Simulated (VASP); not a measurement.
Set up this calculation in VASP 6.6.1, as the native input.

```
Task                   : single point
Functional             : PBE
Potentials or basis    : VASP PAW PBE potentials, release 64 (C, N, H, O)
Cutoff                 : 520 eV
k mesh                 : 1 × 1 × 1
Occupations            : fermi-dirac, width 0.02 eV
Spin                   : no spin polarisation
Dipole correction      : no
Further INCAR settings : LREAL = Auto; ALGO = Fast; EDIFF = 1e-07; NBANDS = 67
```

The structure of H3C3NO2 lies in POSCAR:

```
H3C3NO2
1.0
    7.4476350000      0.0000000000      0.0000000000
    0.0000000000      7.4476350000      0.0000000000
    0.0000000000      0.0000000000      7.4476350000
C N H O
9 3 9 6
Direct
    0.9451456738      0.8561509795      0.4467592732
    0.8313377334      0.9048644301      0.5940409271
    0.3574557561      0.3996033640      0.3727626287
    0.1981568646      0.4307810466      0.4711697069
    0.3633905260      0.7206717300      0.7895123754
    0.2871649859      0.7408257789      0.9669915349
    0.4585348235      0.8832468294      0.3229078761
    0.5882538551      0.2888433711      0.8885773806
    0.1377484262      0.1831453878      0.8703165502
    0.7551927558      0.9579953905      0.7217056153
    0.0691763224      0.4541441679      0.5548338499
    0.2273473391      0.7266467812      1.1087949396
    1.0738039660      0.9308592593      0.4655840411
    0.9389557893      0.7076608883      0.4323117339
    0.8758485076      0.8933305674      0.3230287199
    0.3929032505      0.5290672811      0.3054392435
    0.4652349370      0.3434781645      0.4532311264
    0.3138043151      0.2931534642      0.2669840829
    0.4640130726      0.8301695773      0.7479958403
    0.4434427842      0.5988075409      0.7966018743
    0.2530199184      0.6945694841      0.6889569642
    0.5471401324      0.7615437652      0.2878497671
    0.3720644205      1.0085349242      0.3594832454
    0.5732289512      0.3500977156      0.7463040281
    0.5897039799      0.2287169014      1.0300182541
    0.0589583136      0.2602436881      0.9795861371
    0.2274681829      0.1048252230      0.7617451715
```

The cell was built by a generator and needn't be a form met in nature.

The input as run:

INCAR

```
PREC = Accurate
ENCUT = 520
EDIFF = 1E-7
ISMEAR = -1
SIGMA = 0.02
LREAL = Auto
LASPH = T
NELM = 100
ALGO = Fast
ISIF = 2
LWAVE = F
LCHARG = T
GGA = PE
LELF = T
LVHAR = T
NBANDS = 67
```

KPOINTS

```
regular mesh
0
Gamma
  1 1 1
```

Potentials or basis: VASP PAW PBE potentials, release 64 (C, N, H, O).

Launch:

```console
$ cat potpaw_PBE.64/C/POTCAR potpaw_PBE.64/N/POTCAR potpaw_PBE.64/H/POTCAR potpaw_PBE.64/O/POTCAR > POTCAR
$ mpirun -np 1 vasp_gam > vasp.out
```

Results of the run:

The pressure is 2.3 GPa, the largest force is 3.542 eV/Å and the band gap on the k mesh is 5.93 eV, direct.

Caveat: the standard files for N, O and F lose accuracy on very short bonds.

Run time: 55 s on 1 thread of Intel(R) Xeon(R) Platinum 8375C CPU @ 2.90GHz (Ice Lake), with other jobs on the host, peak memory 0.42 GiB.
